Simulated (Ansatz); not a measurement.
The system is Bi2TeSe2 (Skippenite).

```xyz
5
Lattice="2.0915 1.2075 9.7123 -2.0915 1.2075 9.7123 0.0000 -2.4151 9.7123" Properties=species:S:1:pos:R:3 pbc="T T T"
Bi    0.0000    0.0000   17.5387
Bi    0.0000    0.0000   11.5983
Te    0.0000    0.0000    0.0000
Se    0.0000    0.0000   22.9716
Se    0.0000    0.0000    6.1654
```

* Program: Ansatz 0.2.0
* Task: relaxation of cell and atoms
* Functional: PBEsol
* Dispersion: D3(BJ)
* Potentials or basis: Ansatz PAW
* Cutoff: 420 eV (not typed: the program's choice for these potentials)
* k mesh: 7 × 7 × 7
* Occupations: fermi-dirac, width 0.05 eV
* Spin: no spin polarisation

At the start: volume 29.43 Å³/atom.

Task: Where does the relaxation end?

Result: It ends after 7 steps and the volume is 28.24 Å³/atom (-4.0 %); space group R-3m (No. 166, to 0.05 Å).

The path:
| step | energy change (eV) | largest force (eV/Å) | volume (Å³) |
| --- | --- | --- | --- |
| 1 | 0.0000 | 1.7905 | 147.17 |
| 2 | -0.2892 | 0.5048 | 147.43 |
| 3 | -0.3729 | 0.0323 | 141.13 |
| 4 | -0.3780 | 0.0426 | 141.30 |
| 5 | -0.3784 | 0.0183 | 141.16 |
| 6 | -0.3785 | 0.0005 | 141.22 |
| 7 | -0.3775 | 0.0005 | 141.22 |

Final structure:
```yaml
crystal:
  lattice:
    - [2.08364, 1.20299, 9.39008]
    - [-2.08364, 1.20299, 9.39008]
    - [0.00000, -2.40598, 9.39008]
  atoms:
    - { symbol: Bi, position: [0.59282, 0.59282, 0.59282] }
    - { symbol: Bi, position: [0.40718, 0.40718, 0.40718] }
    - { symbol: Te, position: [0.00000, 0.00000, 0.00000] }
    - { symbol: Se, position: [0.79474, 0.79474, 0.79474] }
    - { symbol: Se, position: [0.20526, 0.20526, 0.20526] }
```

Caveat: the plane-wave basis is chosen anew once the cell has moved, so the energies of steps on either side of that aren't comparable; the PAW data sets come from PBE, with cores solved anew for the run's functional, which leaves a small shift of forces and pressure.
